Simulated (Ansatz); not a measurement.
NaBr:
```
NaBr
1.0
    0.00000     2.96339     2.96339
    2.96339     0.00000     2.96339
    2.96339     2.96339     0.00000
Na Br
1 1
Cartesian
  0.00000   0.00000   0.00000
  2.96339   2.96339   2.96339
```

Relaxed with PBEsol. Special points in fractions of this cell's reciprocal vectors: Γ (0.000, 0.000, 0.000); X (0.500, 0.000, 0.500); U (0.625, 0.250, 0.625); K (0.375, 0.375, 0.750); L (0.500, 0.500, 0.500); W (0.500, 0.250, 0.750).

Q: List the band energies nearest the valence-band maximum at these points for plane-wave PAW PBEsol with spin–orbit coupling (Ansatz code).

A: In eV from the valence-band maximum; about four levels below and three above (degenerate sets whole), none deeper than 8.9 eV; points with the same levels are listed once.

```
k                    below                          above
-  -----------------------  -----------------------------
Γ      0.00 0.00 0.00 0.00  3.90 3.90 9.57 9.57 9.57 9.57
X  -1.00 -1.00 -0.73 -0.73            5.94 5.94 6.65 6.65
U  -1.44 -1.44 -0.71 -0.71            6.66 6.66 7.80 7.80
L  -0.62 -0.62 -0.30 -0.30  5.86 5.86 9.29 9.29 9.29 9.29
W  -1.42 -1.42 -1.00 -1.00            7.37 7.37 8.49 8.49
```

Space group Fm-3m (rock salt). Symmetry was held in the PBEsol relaxation; of distortions, only those at the zone centre were tested.

Potentials: the later of the program's two PAW sets.
